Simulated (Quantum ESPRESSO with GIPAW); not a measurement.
# Solid-state NMR of SnO2 (Cassiterite) by GIPAW

Aim: the magnetic shielding of every site in SnO2 (Cassiterite).

Solid-state NMR of this phase has given these values. 119Sn span 134 ppm, in “207Pb and 119Sn Solid-State NMR and Relativistic Density Functional Theory Studies of the Historic Pigment Lead−Tin Yellow Type I and Its Reactivity in Oil Pain” (Catalano et al., J. Phys. Chem. A 118, 7952, 2014). 119Sn span 136 ppm, in “Spin–orbit effects on the 119Sn magnetic-shielding tensor in solids: a ZORA/DFT investigation” (2016; doi:10.1039/c6cp03807g), quoting earlier work. The 119Sn shift is -605 ppm against Me4Sn, in “207Pb and 119Sn Solid-State NMR and Relativistic Density Functional Theory Studies of the Historic Pigment Lead−Tin Yellow Type I and Its Reactivity in Oil Pain” (Catalano et al., J. Phys. Chem. A 118, 7952, 2014).

Calculated with Quantum ESPRESSO with GIPAW 8.0dev (patched build); DFT, PBEsol, plane-wave PAW (pslibrary 1.0.0 recipes), scalar-relativistic, GIPAW; a patched development version of the program.

This is a report of a sequence of runs, with most program output left out.

### 1. The structure

Symmetry: P4_2/mnm, No. 136, tetragonal system. Conventional cell: a = 4.738 Å, b = 4.738 Å, c = 3.187 Å, α = 90.00°, β = 90.00°, γ = 90.00°. Nearest to Sn lie 6 O at 2.05 to 2.06 Å. Nearest to O lie 3 Sn at 2.05 to 2.06 Å. Farther neighbours and most contacts between anions are not listed.

The cell is an entry of the Crystallography Open Database.

This structure had its atoms relaxed beforehand (DFT, PBEsol, plane-wave PAW (pslibrary 1.0.0 recipes), Quantum ESPRESSO with GIPAW), starting from the database entry, since shieldings follow bond lengths closely.

### 2. The SCF step

First the ground state. The response equations take the occupied wavefunctions as exact, so conv_thr is set much tighter than for an energy. No empty states are asked for: the response is solved without them. The mesh has a spacing of 0.15 Å⁻¹ at most. The PAW files were made with ld1.x from the pslibrary 1.0.0 recipes, with GIPAW reconstruction switched on.

The input, scf.in:

```
&control
  calculation = 'scf'
  prefix = 'x'
  outdir = './tmp/'
  pseudo_dir = './'
/
&system
  ibrav = 0
  nat = 6
  ntyp = 2
  ecutwfc = 55
  ecutrho = 330
  nbnd = 26
/
&electrons
  conv_thr = 1.0d-10
  mixing_beta = 0.7
  electron_maxstep = 100
/
ATOMIC_SPECIES
  Sn 118.710 Sn.pbesol-dn-kjpaw_psl.1.0.0-gipaw.UPF
  O 15.999 O.pbesol-n-kjpaw_psl.1.0.0-gipaw.UPF
CELL_PARAMETERS angstrom
  4.73800000 0.00000000 0.00000000
  0.00000000 4.73800000 0.00000000
  0.00000000 0.00000000 3.18650000
ATOMIC_POSITIONS crystal
  Sn 0.50000000 0.50000000 0.50000000
  Sn 0.00000000 0.00000000 0.00000000
  O 0.80562934 0.19437066 0.50000000
  O 0.69437066 0.69437066 -0.00000000
  O 0.19437066 0.80562934 0.50000000
  O 0.30562934 0.30562934 -0.00000000
K_POINTS automatic
  9 9 14 0 0 0
```

Started as:

```
> mpirun -np 4 pw.x -nk 4 -in scf.in > scf.out
```

Elapsed: 2.8 min, on 4 MPI ranks of Arm Neoverse V2, shared host; peak memory 0.75 GiB.

It converged in 30 cycles to an estimated accuracy of 3e-11 Ry, on 120 irreducible k-points.

### 3. GIPAW: job nmr

The job finds the current that a weak uniform field induces (applied as a long wave, q_gipaw) and the field that this current makes at each nucleus. On atoms with p or d valence electrons much of the paramagnetic part arises close to the nucleus, where the PAW partial waves rebuild the true states. pawproj makes the reconstruction use the PAW data sets' own projectors.

The input, nmr.in:

```
&inputgipaw
  job = 'nmr'
  prefix = 'x'
  tmp_dir = './tmp/'
  restart_mode = 'from_scratch'
  verbosity = 'low'
  q_gipaw = 0.01
  spline_ps = .true.
  conv_threshold = 1.0d-11
  use_nmr_macroscopic_shape = .false.
  pawproj(1) = .true.
  pawproj(2) = .true.
/
```

Started as:

```
> mpirun -np 4 gipaw.x -in nmr.in > nmr.out
```

It took 24 min on 4 MPI ranks; peak memory 0.34 GiB.

The f-sum rule is met to 0.0034 of 45.2 (0.008 %). Converged shieldings require that this miss be small, but a small miss does not prove them.

From the symmetric part of each tensor, with principal values σ11 ≤ σ22 ≤ σ33: σ_iso is their mean, the span is σ33 − σ11 and the skew 3(σ_iso − σ22)/span. (gipaw.x prints an anisotropy in another convention.)

```csv
site,atom no.,atoms in cell,σ_iso (ppm),span (ppm),skew
Sn,1,2,2968,118,0.75
O,3,4,107.5,97.1,-0.34
```

The macroscopic shape term is switched off. For a spherical sample the valence susceptibility of this run would add about 12 ppm to every site, a rough estimate, since the susceptibility converges slowly and lacks part of the PAW terms. Differences within the crystal don't depend on it, but shieldings of different compounds can't be compared to better than a few ppm without it.

In this run the largest span among the lighter atoms is that of O (site symmetry m2m), with principal values 53.6, 118.4 and 150.6 ppm.

17O also has a quadrupolar coupling here. It is not given: on PAW files the efg job of this gipaw.x leaves out the augmentation charge of neighbouring atoms and can miss by tens of per cent.

### 4. From shieldings to shifts

Covalently bonded atoms count as neighbours within 1.18 times the sum of their radii. Otherwise a cation's neighbours lie within 1.2 times its shortest bond (1.3 for large cations, each anion's radius taken off where they differ), and an anion's are the cations that count it.

```csv
site,atom no.,atoms in cell,surroundings,bonds (Å),σ_iso (ppm)
Sn,1,2,SnO6,2.05 to 2.06,2968
O,3,4,bound to Sn3,2.05 to 2.06,107.5
```

Simulated spectrum: 119Sn MAS at 15 kHz, 14.1 T (225.1 MHz), lines broadened by 3 ppm; the axis counts ppm from the isotropic position of Sn, as −Δσ; rigid lattice, with dipolar and J couplings left out. Lines over 1.5 % of the strongest (ppm: area): 67: 0.10, 0: 1.00, -67: 0.07, -133: 0.02. Spinning sidebands lie 66.6 ppm apart.

### 5. Against experiment

```csv
quantity,site,measured,calculated,difference
119Sn span (ppm),Sn,134,118.3,-15.7
119Sn span (ppm),Sn,136,118.3,-17.7
```

Without a fitted line the measured shift still tests the calculation: for an exact theory σ + δ is one number for all compounds of a nucleus, up to the shape term, which is left out of σ and differs by some ppm between compounds.

```csv
"nucleus, site",σ_iso (ppm),measured δ (ppm),σ + δ (ppm),"σ + δ of other compounds, same level"
"119Sn, Sn",2968,-605,2363,"SnCl2 2477, SnH8N2Cl6 2114"
```

### 6. Results

| Quantity | Value |
| --- | --- |
| 119Sn shielding without shape term | 2968 ppm |
| 17O shielding without shape term | 107.5 ppm |

**Reading.** 119Sn has one site (SnO6), with isotropic shielding 2968 ppm (shape term left out). A shift needs a reference, δ = σ_ref − σ, fixed on measured compounds; for 119Sn of this kind at this level too few were at hand, or they scattered too widely about a line, so none is given. For 119Sn, σ + δ is 2363 ppm here and 2296 ppm on average over 2 other sites: with that reference and slope one the shift would be off by -68 ppm, but those sites themselves spread over 364 ppm, so no one reference serves this kind. No sound run at another cutoff or mesh is at hand, so convergence rests on the f-sum rule and on experience with these files. Spin-orbit coupling is missing, which matters for Sn and for the light atoms bound to such centres. The scalar-relativistic files are used with non-relativistic response operators, which weighs most on the heavy atoms' own shieldings. This build of gipaw.x prints that it is not audited and that its numbers are no references by themselves. It also reports spline_ps as false although the input sets it; why was not traced.

[Logs are printed without paths, hosts, clocks, repeated set-up lines and the standing remarks that a program may print on its own settings, such as how far it seeks lower states.]

[Hosts, paths, dates, database ids (printed as entryN), source tags and the programs' standing remarks are cut or masked in the printed files.]

[Where no reference line passes its bar on scatter, no shift is given, so a measured shift of this compound may stand uncompared.]
